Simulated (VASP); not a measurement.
Write the native input for VASP 6.6.1 that does the following.

| Quantity | Value |
| --- | --- |
| Task | relaxation of cell and atoms |
| Functional | LDA |
| Potentials or basis | VASP PAW LDA potentials, release 64 (Si) |
| Cutoff | 600 eV |
| k mesh | 11 × 11 × 11 |
| Occupations | fermi-dirac, width 0.05 eV |
| Spin | no spin polarisation |
| Target pressure | 9 GPa |
| P gpa | 9 |
| Further INCAR settings | ALGO = Normal; EDIFF = 1e-07; IBRION = 2; EDIFFG = -0.02; NSW = 40; ISIF = 3 |
| Target pressure | 9 GPa |

The structure of Si lies in POSCAR:

```
Si
1.0
    0.0000000000      2.7155000000      2.7155000000
    2.7155000000      0.0000000000      2.7155000000
    2.7155000000      2.7155000000      0.0000000000
Si
2
Direct
    0.0000000000      0.0000000000      0.0000000000
    0.2500000000      0.2500000000      0.2500000000
```

One way to write it, as run:

INCAR

```
SYSTEM = Si
PREC = Accurate
ENCUT = 600
EDIFF = 1E-7
ISMEAR = -1
SIGMA = 0.05
LREAL = .False.
LASPH = .True.
NELM = 80
ALGO = Normal
ISIF = 3
LWAVE = .False.
LCHARG = .False.
IBRION = 2
NSW = 40
EDIFFG = -0.02
PSTRESS = 90
```

KPOINTS

```
Automatic mesh
0
Gamma
  11 11 11
  0 0 0
```

Potentials or basis: VASP PAW LDA potentials, release 64 (Si).

Command:

```console
$ cat potpaw_LDA.64/Si/POTCAR > POTCAR
$ mpirun -np 1 vasp_std > vasp.out
```

It gave:

| Quantity | Value |
| --- | --- |
| Relaxed volume | 18.22 Å³/atom |
| Relaxed cell | a = 3.721 Å, b = 3.721 Å, c = 3.721 Å, α = 60.00°, β = 60.00°, γ = 60.00° |
| Space group after relaxing (to 0.05 Å) | Fd-3m (No. 227) |
| Energy change on relaxing (the enthalpy is what falls) | +37.8 meV/atom |
| Ionic steps | 4 |
| Pressure after relaxing | 9.0 GPa |
| Band gap on the k mesh | 0.31 eV, indirect (least direct gap 2.56 eV) |

Caveat: the cell is relaxed towards a set pressure, so the enthalpy falls and the energy may rise; an odd mesh through Γ misses points on the zone boundary, where band edges often lie.

It took 65 s on 1 thread of Intel(R) Xeon(R) Platinum 8488C (Sapphire Rapids), with other jobs on the host, peak memory 0.15 GiB.
